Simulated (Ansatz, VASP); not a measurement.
## Two plane-wave programs on SrO

```
Sr O
1.0
     0.00000    2.56980    2.56980
     2.56980    0.00000    2.56980
     2.56980    2.56980    0.00000
Sr O
1 1
Direct
  0.94383 0.94383 0.94383
  0.50000 0.50000 0.50000
```

Change from the starting cell: all Sr atoms moved -0.500 Å, as atom 1 along Cartesian [1 1 1].

Alike in both runs: task single point; functional PBE; k mesh 8 × 8 × 8; occupations gaussian, width 0.05 eV; no spin polarisation.

|  | VASP | Ansatz |
| --- | --- | --- |
| version | VASP 6.6.1 | Ansatz 0.2.0 |
| potentials or method | VASP PAW PBE potentials, release 64 (Sr_sv, O) | scalar-relativistic, plane waves, PAW |
| plane-wave cutoff (eV) | 520 | 420 |
| valence electrons in the cell | 16 | 16 |

|  | VASP | Ansatz | Ansatz less VASP |
| --- | --- | --- | --- |
| gap on the k mesh at the Fermi level (eV) | 4.01 | 4.01 | +0.004 |
| least direct gap on the mesh (eV) | 4.31 | 4.32 | +0.010 |
| pressure (GPa) | 10.3 | 9.4 | -0.87 |
| largest component of the traceless stress (GPa) | 1.97 | 1.83 | -0.138 |
| rms of the force components (eV/Å) | 0.800 | 0.758 | -0.0424 |

Atom by atom the forces differ by 0.042 eV/Å (rms over components). The functional is the same, so the differences come from potentials, cutoffs and numerics.

Caveats: forces of over 1 eV/Å show positions far from the minimum, so gaps and moduli don't describe the material at rest. A k mesh can miss the band edges.
